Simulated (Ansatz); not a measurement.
# LiI: thickness series

Base system: LiI in the rock salt structure (space group Fm-3m, No. 225; a = 5.903 Å). Axes: x, y, z lie along the cube axes.

Free-standing slabs (2 atom(s) a layer) normal to the z axis with 15 Å of vacuum; in-plane cell held at bulk.

Level of theory: PBEsol, PAW, 420 eV (Ansatz, a program for electronic structure; scalar-relativistic without spin-orbit coupling).

Notes on the quantities. excess energy per area of both faces: slab less bulk energy over the cell's area: twice a surface energy; layer's space group: with vacuum.

```csv
variant,excess energy per area of both faces,layer's space group,gap character,band gap,thickness between the outermost nuclei
base,–,–,–,4.31 eV,–
1 layer,–,P4/mmm (No. 123),…,…,–
2 layers,0.20 J/m²,P4/nmm (No. 129),"indirect, k = (0, 3/8, 0) in the run's primitive reciprocal basis → Γ",4.24 eV,3.22 Å
3 layers,0.26 J/m²,P4/mmm (No. 123),"indirect, Γ–X (67 % along) → Γ",4.26 eV,6.04 Å
4 layers,0.23 J/m²,P4/nmm (No. 129),"indirect, Γ–X (50 % along) → Γ",4.26 eV,9.06 Å
5 layers,0.24 J/m²,P4/mmm (No. 123),"indirect, k = (0, 1/4, 0) in the run's primitive reciprocal basis → Γ",4.26 eV,11.98 Å
6 layers,0.24 J/m²,P4/nmm (No. 129),"indirect, k = (0, 1/4, 0) in the run's primitive reciprocal basis → Γ",4.25 eV,14.95 Å
7 layers,0.24 J/m²,P4/mmm (No. 123),"indirect, k = (0, 1/4, 0) in the run's primitive reciprocal basis → Γ",4.25 eV,17.89 Å
```

Problem. What belongs in the blanks?

Solution. 
- 1 layer, gap character: indirect, X → Γ
- 1 layer, band gap: 3.98 eV

The excess energy carries the mismatch between the slab's and the bulk's meshes. Spin-orbit coupling, missing from the scalar runs, can matter with I. No phonon test of stability was made. k-point labels follow each cell's own Brillouin zone.
